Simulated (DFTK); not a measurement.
Crystal: Sb.

```
Sb
1.0
     2.15420    1.24373    3.75800
    -2.15420    1.24373    3.75800
     0.00000   -2.48746    3.75800
Sb
2
Direct
  0.76651 0.76651 0.76651
  0.23349 0.23349 0.23349
```

Base run:

| Item | Value |
| --- | --- |
| Program | DFTK 0.8.2 |
| Functional | LDA |
| Potentials or basis | cp2k.nc.sr.lda.v0_1.largecore.gth (LDA, GTH) |
| Cutoff | 735 eV |
| k mesh | 8 × 8 × 8 |
| Occupations | fermi-dirac, width 0.05 eV |
| Spin | no spin polarisation |

Its results: band gap on the k mesh none (metal or under the smearing width); pressure -1.3 GPa; largest force 0.034 eV/Å.

Q: The run is repeated on the same cell with these changes: functional from LDA to PBEsol; potentials or basis from cp2k.nc.sr.lda.v0_1.largecore.gth (LDA, GTH) to cp2k.nc.sr.pbe.v0_1.largecore.gth (PBE, GTH). What comes out?

A: Band gap on the k mesh none (metal or under the smearing width); pressure 2.1 GPa; largest force 0.319 eV/Å.

Caveats: GTH potentials come without recommended cutoffs, and this one wasn't checked for convergence; the potentials were made for another functional, which shifts forces and pressure (some runs).

Not every run made on this cell is shown here.
